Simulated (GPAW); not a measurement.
Wanted: an ASE script for a GPAW 26.7.0 run.

```
Task                : band structure
Functional          : BLYP
Potentials or basis : PAW data sets generated in the run's folder for this functional
Cutoff              : 600 eV
Basis               : pw
k mesh              : 8 × 8 × 8
Occupations         : fermi-dirac, width 0.05 eV
Spin                : no spin polarisation
Eigensolver         : davidson
Maxiter             : 150
Band path           : GXWKGLUWLK,UX
Band points         : 60
```

The structure of CdS (Hawleyite) lies in CdS.xyz:

```xyz
2
Lattice="0.0000000000 2.9165000000 2.9165000000 2.9165000000 0.0000000000 2.9165000000 2.9165000000 2.9165000000 0.0000000000" Properties=species:S:1:pos:R:3 pbc="T T T"
Cd     0.0000000000      0.0000000000      0.0000000000
S      4.3747500000      4.3747500000      4.3747500000
```

The input as run:

run.py

```python
from ase.dft.bandgap import bandgap
from ase.io import read, write
from ase.units import Bohr, GPa
from gpaw import GPAW, PW, setup_paths
from gpaw.elf import elf_from_dft_calculation

setup_paths.insert(0, '.')

atoms = read('CdS.xyz')

calc = GPAW(mode=PW(600),
            xc='BLYP',
            kpts={'size': (8, 8, 8), 'gamma': True},
            occupations={'name': 'fermi-dirac', 'width': 0.05},
            nbands=18,
            convergence={'density': 1e-05, 'energy': 1e-05},
            eigensolver='davidson',
            maxiter=150,
            txt='gpaw.txt')
atoms.calc = calc
energy = atoms.get_potential_energy()
forces = atoms.get_forces()
stress = atoms.get_stress()
calc.write('gs.gpw')
write('result.traj', atoms)
print(f'Energy: {energy:.6f} eV')
print('Forces (eV/A):')
print(forces.round(4))
print('Stress (GPa):', (stress / GPa).round(3))
print('Fermi level:', round(calc.get_fermi_level(), 4), 'eV')
print(f'Gap: {bandgap(calc)[0]:.4f} eV, direct: {bandgap(calc, direct=True)[0]:.4f} eV')

# fields on the real-space grid
write('density.cube', atoms, data=calc.get_pseudo_density() * Bohr**3)
write('potential.cube', atoms, data=calc.get_electrostatic_potential())
write('elf.cube', atoms, data=elf_from_dft_calculation(calc).data)

path = atoms.cell.bandpath('GXWKGLUWLK,UX', npoints=60, eps=1e-4)
bs_calc = calc.fixed_density(kpts=path, symmetry='off', nbands=29,
                             convergence={'bands': 'CBM+6.0', 'eigenstates': 1e-6}, txt='bands.txt')
bs = bs_calc.band_structure()
bs.write('bs.json')
print(f'Gap on the path: {bandgap(bs_calc)[0]:.4f} eV')
```

Potentials or basis: PAW data sets generated in the run's folder for this functional, pw.

Launch:

```bash
$ gpaw-setup -f BLYP Cd S
$ OMP_NUM_THREADS=1 python run.py
```

Results of the run:

* Pressure: 5.9 GPa
* Band gap on the k mesh: 1.08 eV, direct
* Band gap along the path: 1.07 eV, direct

Run time: 48 s on 1 thread of Arm Neoverse V1, on a shared host, peak memory 0.24 GiB.
